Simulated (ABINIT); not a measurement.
# Ge (Fd-3m) in ABINIT: settings compared, part 2 of 2

ABINIT 10.8.3 (patched build). Earlier steps stand in the parts before.

**4. Single point, PBE**

File run.abi:

```
# Pseudopotentials
pp_dirpath "./"
pseudos "Ge.upf"

# Structure
acell 3*1.0
rprim
     0.0000000000     5.3458651312     5.3458651312
     5.3458651312     0.0000000000     5.3458651312
     5.3458651312     5.3458651312     0.0000000000
ntypat 1
znucl 32
natom 2
typat 1 1
xred
     0.7500000000     0.7500000000     0.7500000000
     0.5000000000     0.5000000000     0.5000000000

# Plane-wave basis
ecut 952.398519 eV

# k points
kptopt 1
ngkpt 6 6 6
nshiftk 1
shiftk 0.0 0.0 0.0

# Exchange and correlation
ixc 11

# Bands and occupations
nband 18
occopt 3
tsmear 0.05 eV

# SCF cycle
nstep 100
tolvrs 1.0e-10

# Output
iomode 3
prtwf 0
prtden 0
prteig 0
prtebands 0
```

Potentials or basis: PseudoDojo NC SR PBE v0.4.1 standard.

Run with:

```console
> mpirun --bind-to none -np 4 abinit run.abi > log 2>&1
```

run.abo:

```text
.Version 10.8.3 of ABINIT
 Symmetries : space group Fd -3 m (#227); Bravais cF (face-center cubic)
================================================================================
 Values of the parameters that define the memory need of the present run
     intxc =       0    ionmov =       0      iscf =       7    lmnmax =       6
     lnmax =       6     mgfft =      45  mpssoang =       3    mqgrid =    3001
     natom =       2  nloc_mem =       1    nspden =       1   nspinor =       1
    nsppol =       1      nsym =      48    n1xccc =    2501    ntypat =       1
    occopt =       3   xclevel =       2
       mpw =        3042          nfft =       91125          nkpt =          16
================================================================================
================================================================================

--------------------------------------------------------------------------------
------------- Echo of variables that govern the present computation ------------
--------------------------------------------------------------------------------
 -outvars: echo values of preprocessed input variables --------
            acell      1.0000000000E+00  1.0000000000E+00  1.0000000000E+00 Bohr
              amu      7.26100000E+01
             ecut      3.50000000E+01 Hartree
              ixc          11
         kptrlatt        6    0    0      0    6    0      0    0    6
          kptrlen      4.53611698E+01
            natom           2
            nband          18
            ngfft          45      45      45
             nkpt          16
            nstep         100
             nsym          48
           ntypat           1
           occopt           3
           prtden           0
        prtebands           0
           prteig           0
            prtwf           0
            rprim      0.0000000000E+00  5.3458651312E+00  5.3458651312E+00
                       5.3458651312E+00  0.0000000000E+00  5.3458651312E+00
                       5.3458651312E+00  5.3458651312E+00  0.0000000000E+00
          spgroup         227
           tolvrs      1.00000000E-10
           tsmear      1.83746611E-03 Hartree
            typat      1  1
           xangst      4.2433649971E+00  4.2433649971E+00  4.2433649971E+00
                       2.8289099981E+00  2.8289099981E+00  2.8289099981E+00
[... 117 lines left out ...]
    2      2.82890999807285     2.82890999807285     2.82890999807285

 cartesian forces (hartree/bohr) at end:
    1      0.00000000000000    -0.00000000000000     0.00000000000000
    2     -0.00000000000000     0.00000000000000    -0.00000000000000
 frms,max,avg= 5.2887183E-28 6.2960932E-28   0.000E+00  0.000E+00  0.000E+00 h/b

 cartesian forces (eV/Angstrom) at end:
    1      0.00000000000000    -0.00000000000000     0.00000000000000
    2     -0.00000000000000     0.00000000000000    -0.00000000000000
 frms,max,avg= 2.7195683E-26 3.2375813E-26   0.000E+00  0.000E+00  0.000E+00 e/A
 length scales=  1.000000000000  1.000000000000  1.000000000000 bohr
              =  0.529177210544  0.529177210544  0.529177210544 angstroms
 Fermi (or HOMO) energy (hartree) =   0.15084   Average Vxc (hartree)=  -0.36894
 Eigenvalues (hartree) for nkpt=  16  k points:
 kpt#   1, nband= 18, wtk=  0.00463, kpt=  0.0000  0.0000  0.0000 (reduced coord)
  -0.76468   -0.76468   -0.76468   -0.76338   -0.76338   -0.75564   -0.75564   -0.75564
  -0.75522   -0.75522   -0.32029    0.14910    0.14910    0.14910    0.15029    0.24285
   0.24285    0.24285
      occupation numbers for kpt#   1
   2.00000    2.00000    2.00000    2.00000    2.00000    2.00000    2.00000    2.00000
   2.00000    2.00000    2.00000    1.44132    1.44132    1.44132    1.14945    0.00000
   0.00000    0.00000
 prteigrs : prtvol=0 or 1, do not print more k-points.

--- !EnergyTerms
iteration_state     : {dtset: 1, }
comment             : Components of total free energy in Hartree
kinetic             :  1.34076530723673E+02
hartree             :  5.53671519995590E+01
xc                  : -4.36599633776596E+01
Ewald energy        : -9.87503791004545E+01
psp_core            :  5.66529506983483E+00
local_psp           : -1.37123020072464E+02
non_local_psp       : -9.42145754402318E+01
internal            : -1.78638960197742E+02
'-kT*entropy'       : -5.89596864406117E-05
total_energy        : -1.78639019157429E+02
total_energy_eV     : -4.86101534889599E+03
band_energy         : -1.56605547897468E+01
...

 Cartesian components of stress tensor (hartree/bohr^3)
  sigma(1 1)= -6.28054437E-05  sigma(3 2)=  0.00000000E+00
  sigma(2 2)= -6.28054437E-05  sigma(3 1)=  0.00000000E+00
  sigma(3 3)= -6.28054437E-05  sigma(2 1)=  0.00000000E+00

-Cartesian components of stress tensor (GPa)         [Pressure=  1.8478E+00 GPa]
- sigma(1 1)= -1.84779995E+00  sigma(3 2)=  0.00000000E+00
- sigma(2 2)= -1.84779995E+00  sigma(3 1)=  0.00000000E+00
- sigma(3 3)= -1.84779995E+00  sigma(2 1)=  0.00000000E+00

== END DATASET(S) ==============================================================
================================================================================

 -outvars: echo values of variables after computation  --------
            acell      1.0000000000E+00  1.0000000000E+00  1.0000000000E+00 Bohr
           etotal     -1.7863901916E+02
            fcart      3.2739684824E-28 -5.7924057765E-28  6.2960932353E-28
                      -3.2739684824E-28  5.7924057765E-28 -6.2960932353E-28
            rprim      0.0000000000E+00  5.3458651312E+00  5.3458651312E+00
                       5.3458651312E+00  0.0000000000E+00  5.3458651312E+00
                       5.3458651312E+00  5.3458651312E+00  0.0000000000E+00
           strten     -6.2805443678E-05 -6.2805443678E-05 -6.2805443678E-05
                       0.0000000000E+00  0.0000000000E+00  0.0000000000E+00
           xangst      4.2433649971E+00  4.2433649971E+00  4.2433649971E+00
                       2.8289099981E+00  2.8289099981E+00  2.8289099981E+00
             xred      7.5000000000E-01  7.5000000000E-01  7.5000000000E-01
                       5.0000000000E-01  5.0000000000E-01  5.0000000000E-01
 Calculation completed.
```

Wall time 8.8 s (4 MPI ranks of Arm Neoverse V2, shared host); peak memory 0.32 GiB.

Results:

```
Free energy                                           : -4861.0153 eV
Band gap on the k mesh                                : none (metal or under the smearing width)
Valence electrons inside the program's atomic spheres : Ge 11.56 (radii [1.0584] Å)
```

Caveat: the cutoff is too short for stress, so the log's stress isn't used; this crystal is a semiconductor, whose small gap the functional closes, so the metal is an error of the method.

**5. Single point, PBE, spin-orbit coupling, no magnetisation**

File run.abi:

```
# Pseudopotentials
pp_dirpath "./"
pseudos "Ge.upf"

# Structure
acell 3*1.0 Angstrom
rprim
     0.0000000000     2.8289100000     2.8289100000
     2.8289100000     0.0000000000     2.8289100000
     2.8289100000     2.8289100000     0.0000000000
ntypat 1
znucl 32
natom 2
typat 1 1
xred
     0.7500000000     0.7500000000     0.7500000000
     0.5000000000     0.5000000000     0.5000000000

# Plane-wave basis
ecut 35.0

# k points
kptopt 1
ngkpt 6 6 6
nshiftk 1
shiftk 0.0 0.0 0.0

# Exchange and correlation
ixc 11

# Bands and occupations
nband 36
occopt 3
tsmear 0.05 eV

# Spin
nspinor 2
nspden 1
so_psp 1*1

# SCF cycle
nstep 100
tolvrs 1.0e-10

# Output
iomode 3
prtwf 0
prtden 0
prteig 0
prtebands 0
enunit 1
prtvol 2
```

Potentials or basis: PseudoDojo NC FR PBE v0.4 standard.

Run with:

```console
> mpirun --bind-to none -np 4 abinit run.abi > log 2>&1
```

run.abo:

```text
.Version 10.8.3 of ABINIT
 Symmetries : space group Fd -3 m (#227); Bravais cF (face-center cubic)
================================================================================
 Values of the parameters that define the memory need of the present run
     intxc =       0    ionmov =       0      iscf =       7    lmnmax =      14
     lnmax =      14     mgfft =      45  mpssoang =       5    mqgrid =    3001
     natom =       2  nloc_mem =       1    nspden =       1   nspinor =       2
    nsppol =       1      nsym =      48    n1xccc =    2501    ntypat =       1
    occopt =       3   xclevel =       2
       mpw =        3042          nfft =       91125          nkpt =          16
================================================================================
================================================================================

--------------------------------------------------------------------------------
------------- Echo of variables that govern the present computation ------------
--------------------------------------------------------------------------------
 -outvars: echo values of preprocessed input variables --------
            acell      1.8897261259E+00  1.8897261259E+00  1.8897261259E+00 Bohr
              amu      7.26100000E+01
             ecut      3.50000000E+01 Hartree
           enunit           1
              ixc          11
         kptrlatt        6    0    0      0    6    0      0    0    6
          kptrlen      4.53611699E+01
            natom           2
            nband          36
            ngfft          45      45      45
             nkpt          16
          nspinor           2
            nstep         100
[... 354 lines left out ...]
hartree             :  5.53578203964034E+01
xc                  : -4.36459421527503E+01
Ewald energy        : -9.87503790331824E+01
psp_core            :  5.66576938987770E+00
local_psp           : -1.37112486448682E+02
non_local_psp       : -9.41776351107381E+01
internal            : -1.78609548271739E+02
'-kT*entropy'       : -5.96561426876916E-05
total_energy        : -1.78609607927882E+02
total_energy_eV     : -4.86021502856883E+03
band_energy         : -1.56513118892511E+01
...

 Cartesian components of stress tensor (hartree/bohr^3)
  sigma(1 1)= -6.61133283E-05  sigma(3 2)=  0.00000000E+00
  sigma(2 2)= -6.61133283E-05  sigma(3 1)=  0.00000000E+00
  sigma(3 3)= -6.61133283E-05  sigma(2 1)=  0.00000000E+00

-Cartesian components of stress tensor (GPa)         [Pressure=  1.9451E+00 GPa]
- sigma(1 1)= -1.94512127E+00  sigma(3 2)=  0.00000000E+00
- sigma(2 2)= -1.94512127E+00  sigma(3 1)=  0.00000000E+00
- sigma(3 3)= -1.94512127E+00  sigma(2 1)=  0.00000000E+00

== END DATASET(S) ==============================================================
================================================================================

 -outvars: echo values of variables after computation  --------
            acell      1.8897261259E+00  1.8897261259E+00  1.8897261259E+00 Bohr
           etotal     -1.7860960793E+02
            fcart      1.0325592899E-27 -1.7629061047E-28 -1.0325592899E-27
                      -1.0325592899E-27  1.7629061047E-28  1.0325592899E-27
            rprim      0.0000000000E+00  2.8289100000E+00  2.8289100000E+00
                       2.8289100000E+00  0.0000000000E+00  2.8289100000E+00
                       2.8289100000E+00  2.8289100000E+00  0.0000000000E+00
           strten     -6.6113328310E-05 -6.6113328310E-05 -6.6113328310E-05
                       0.0000000000E+00  0.0000000000E+00  0.0000000000E+00
           xangst      4.2433650000E+00  4.2433650000E+00  4.2433650000E+00
                       2.8289100000E+00  2.8289100000E+00  2.8289100000E+00
             xred      7.5000000000E-01  7.5000000000E-01  7.5000000000E-01
                       5.0000000000E-01  5.0000000000E-01  5.0000000000E-01
 Calculation completed.
```

It took 40 s on 4 MPI ranks of Arm Neoverse V2, shared host; peak memory 0.36 GiB.

What came out:

* Free energy: -4860.2150 eV
* Pressure: 1.9 GPa
* Band gap on the k mesh: none (metal or under the smearing width)
* Valence electrons inside the program's atomic spheres: Ge 11.56 (radii [1.0584] Å)

Levels at points of the mesh, in eV from the Fermi level:
| k point | band 26 | band 27 | band 28 | band 29 | band 30 | band 31 |
| --- | --- | --- | --- | --- | --- | --- |
| (0.00, 0.00, 0.00) | -0.04 | 0.02 | 0.02 | 0.02 | 0.02 | 2.33 |
| (0.50, 0.00, 0.00) | -1.58 | -1.39 | -1.39 | 0.10 | 0.10 | 3.61 |
| (0.50, 0.50, 0.00) | -3.16 | -3.16 | -3.16 | 0.67 | 0.67 | 0.67 |

Caveat: this crystal is a semiconductor, whose small gap the functional closes, so the metal is an error of the method.

**6. Summary**

```csv
level,potentials or basis,spin,gap on the mesh (eV)
LDA,PseudoDojo NC SR LDA v0.4.1 standard,off,none
PBE,PseudoDojo NC SR PBE v0.4.1 standard,off,none
PBE,PseudoDojo NC FR PBE v0.4 standard,"SOC, no magnetisation",none
```

Alike in all rows: task single point; cell as given; k mesh 6 × 6 × 6; cutoff (eV) 952; smearing fermi-dirac 0.05 eV.

Caveats: this crystal is a semiconductor, whose small gap the functional closes, so the metal is an error of the method.

Total energies depend on the potentials used, so only differences within one code and one set of settings carry meaning.

**7. Comparison with measurements**

Step 5. A measured gap of Ge is 0.666 eV (indirect; 293 K; “Electronic and optical properties of SixGe1-x-ySny alloys lattice-matched to Ge”, 2021, arxiv:2109.02782); the calculated 0.00 eV misses it by -0.67 eV. 3 values of this kind are on record (0.666 to 0.807 eV); this one was drawn at random among those near their median. The value is that of PBE on a finite k mesh, which can miss the band edges, without temperature or zero-point motion. Semilocal functionals fall short of measured gaps as a rule.
